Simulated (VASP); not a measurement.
# Settings for Si: surface energy

Si, slab, 20 atoms in the cell. PBE; PAW potentials Si (PBE set). VASP 6.6.1.

Wanted: surface energy, atoms not relaxed within 0.02 J/m²; face levels within 0.04 eV.

Crystal: Si, P6_3/mmc; Face: (1 0 0); Starting cell: bulk cell relaxed first with the same functional.

Face levels: vacuum level at each face, counted from the Fermi level.

The series start from vacuum (Å): 12; k spacing (1/Å): 0.35; Smearing SIGMA (eV): 0.05; Cutoff ENCUT (eV): 320; SCF threshold EDIFF (eV): 1e-6; PREC: Accurate; LREAL: .FALSE.; ALGO: Normal; atomic planes: 6. Each series keeps the choices made before it, and each single choice may use up half of a tolerance. Times cover all steps of a run.

## Vacuum (Å)

| Vacuum (Å) | Surface energy, atoms not relaxed (J/m²) | Face levels, largest deviation (eV) | Time (s) |
|---|---|---|---|
| 5 | 1.355 | 0.126 | 11 |
| 7 | 1.358 | 0.018 | 11 |
| 9 | 1.357 | 0.003 | 12 |
| 12 | 1.357 | 0.001 | 14 |
| 15 | 1.357 | 0.001 | 17 |
| 20 (reference) | 1.357 | 0.000 | 19 |

Chosen: 7, the loosest value from which every tighter one stays within half of the tolerance.

## k spacing (1/Å)

| k spacing (1/Å) | Surface energy, atoms not relaxed (J/m²) | Face levels, largest deviation (eV) | Time (s) |
|---|---|---|---|
| 0.8 | 1.373 | 0.217 | 7.8 |
| 0.6 | 1.373 | 0.217 | 8.6 |
| 0.45 | 1.364 | 0.068 | 8.6 |
| 0.35 | 1.358 | 0.054 | 11 |
| 0.25 | 1.365 | 0.006 | 23 |
| 0.2 (reference) | 1.367 | 0.000 | 24 |

Chosen: 0.25.

## Smearing SIGMA (eV)

| Smearing SIGMA (eV) | Surface energy, atoms not relaxed (J/m²) | Face levels, largest deviation (eV) | Time (s) |
|---|---|---|---|
| 0.2 | 1.363 | 0.029 | 23 |
| 0.1 | 1.364 | 0.013 | 22 |
| 0.05 | 1.365 | 0.003 | 23 |
| 0.02 (reference) | 1.365 | 0.000 | 24 |

Chosen: 0.1.

## Cutoff ENCUT (eV)

| Cutoff ENCUT (eV) | Surface energy, atoms not relaxed (J/m²) | Face levels, largest deviation (eV) | Time (s) |
|---|---|---|---|
| 200 | 1.357 | 0.000 | 13 |
| 240 | 1.360 | 0.000 | 16 |
| 280 | 1.363 | 0.000 | 19 |
| 320 | 1.364 | 0.002 | 22 |
| 370 | 1.364 | 0.001 | 24 |
| 440 (reference) | 1.364 | 0.000 | 39 |

Chosen: 200.

## SCF threshold EDIFF (eV)

| SCF threshold EDIFF (eV) | Surface energy, atoms not relaxed (J/m²) | Face levels, largest deviation (eV) | Time (s) |
|---|---|---|---|
| 0.001 | 1.357 | 0.037 | 9.7 |
| 0.0001 | 1.357 | 0.004 | 11 |
| 1e-5 | 1.357 | 0.001 | 12 |
| 1e-6 | 1.357 | 0.000 | 13 |
| 1e-7 (reference) | 1.357 | 0.000 | 16 |

Chosen: 0.0001.

## PREC

| PREC | Surface energy, atoms not relaxed (J/m²) | Face levels, largest deviation (eV) | Time (s) |
|---|---|---|---|
| Accurate | 1.357 | 0.000 | 11 |
| Normal | 1.357 | 0.003 | 7.5 |

Chosen: Accurate; Normal would be accurate enough too and is faster here.

## LREAL

| LREAL | Surface energy, atoms not relaxed (J/m²) | Face levels, largest deviation (eV) | Time (s) |
|---|---|---|---|
| .FALSE. | 1.357 | 0.000 | 11 |
| Auto | 1.357 | 0.000 | 14 |

Chosen: .FALSE.; no other choice that stays within half of the tolerance saves 30 % of the time.

## ALGO

| ALGO | Surface energy, atoms not relaxed (J/m²) | Face levels, largest deviation (eV) | Time (s) |
|---|---|---|---|
| Normal | 1.357 | 0.000 | 11 |
| Fast | 1.357 | 0.004 | 10 |
| All | 1.357 | 0.002 | 8.3 |

Chosen: Normal.

## Atomic planes

| Atomic planes | Surface energy, atoms not relaxed (J/m²) | Face levels, largest deviation (eV) | Time (s) |
|---|---|---|---|
| 4 | 1.337 | 0.264 | 5.6 |
| 6 | 1.357 | 0.085 | 11 |
| 8 | 1.357 | 0.039 | 9.8 |
| 10 | 1.357 | 0.012 | 13 |
| 12 (reference) | 1.355 | 0.000 | 17 |

Chosen: 10.

## All choices together

| Input | Surface energy, atoms not relaxed (J/m²) | Face levels, largest deviation (eV) | Time (s) |
|---|---|---|---|
| program defaults, thin vacuum, coarse mesh (naive) | 1.352 | 0.249 | 3.9 |
| chosen settings | 1.361 | 0.092 | 21 |
| reference settings throughout | 1.364 | 0.000 | 213 |

The tolerance is missed in the face levels, so this input isn't good enough yet.

Values of the reference run: Face levels: 5.058, 5.058 eV.

3 cheaper combinations failed this check first and made the worst setting one step tighter.

## The input

INCAR.step1:
```
PREC     = Accurate       # precision mode
ENCUT    = 240            # plane-wave cutoff, eV
EDIFF    = 1E-4           # SCF threshold, eV
ISMEAR   = 0              # smearing method
SIGMA    = 0.05           # smearing width, eV
LREAL    = F              # projectors in reciprocal space
LASPH    = T              # aspherical terms in the spheres
ALGO     = Normal         # electronic algorithm
NELM     = 120            # most SCF steps
LWAVE    = F              # write WAVECAR
LCHARG   = F              # write CHGCAR
GGA      = PE             # functional
KPAR     = 8             
```

INCAR.step2, as INCAR.step1 but for:
```
+ LVHAR = T
+ LVACPOTAV = T
+ LDIPOL = T
+ IDIPOL = 3
+ DIPOL = 0.5 0.5 0.5
```

KPOINTS.step1:
```
Automatic mesh
0
Gamma
  7 4 16
  0 0 0
```

KPOINTS.step2:
```
Automatic mesh
0
Gamma
  7 4 1
  0 0 0
```

POSCAR.step1:
```
Si
1.0
    3.8508038999      0.0000000000      0.0000000000
    0.0000000000      6.3617735550      0.0000000000
    1.9254019500      0.0000000000      3.3348940023
Si
4
Direct
    0.6666666700      0.9369905000      0.6666666700
    0.3333333300      0.4369905000      0.3333333300
    0.6666666700      0.5627646256      0.6666666700
    0.3333333300      0.0627646256      0.3333333300
```

POSCAR.step2:
```
Si
1.0
    3.8508038999      0.0000000000      0.0000000000
    0.0000000000      6.3617735550      0.0000000000
    0.0000000000      0.0000000000     23.4512073659
Si
20
Direct
    0.0000000050      0.9369905000      0.2392896566
    0.4999999950      0.4369905000      0.1918877749
    0.0000000050      0.5627646256      0.2392896566
    0.4999999950      0.0627646256      0.1918877749
    0.5000000050      0.9369905000      0.3814952987
    0.9999999950      0.4369905000      0.3340934170
    0.5000000050      0.5627646256      0.3814952987
    0.9999999950      0.0627646256      0.3340934170
    0.0000000050      0.9369905000      0.5237009408
    0.4999999950      0.4369905000      0.4762990592
    0.0000000050      0.5627646256      0.5237009408
    0.4999999950      0.0627646256      0.4762990592
    0.5000000050      0.9369905000      0.6659065830
    0.9999999950      0.4369905000      0.6185047013
    0.5000000050      0.5627646256      0.6659065830
    0.9999999950      0.0627646256      0.6185047013
    0.0000000051      0.9369905000      0.8081122251
    0.4999999951      0.4369905000      0.7607103434
    0.0000000051      0.5627646256      0.8081122251
    0.4999999951      0.0627646256      0.7607103434
```

Commands (each step's output is kept before the next begins):
```
cat potpaw_PBE.64/Si/POTCAR > POTCAR
cp INCAR.step1 INCAR
cp KPOINTS.step1 KPOINTS
cp POSCAR.step1 POSCAR
mpirun -np 8 vasp_std > vasp.out
rm WAVECAR CHG
cp INCAR.step2 INCAR
cp KPOINTS.step2 KPOINTS
cp POSCAR.step2 POSCAR
mpirun -np 8 vasp_std > vasp.out
```

Limits: The program found no field-free region, so the vacuum level is rough; the atoms keep their starting positions, so the number serves for convergence, not as the relaxed result.

The chosen input took VASP 6.6.1 21 s on 8 cores (Intel Xeon 6975P-C (Granite Rapids)), a shared host.

## An input that fails: too few electronic steps

The electronic loop stops at its limit of 8 steps.

Changes against the starting input:
```
(step 2)
- NELM = 120
+ NELM = 8
```
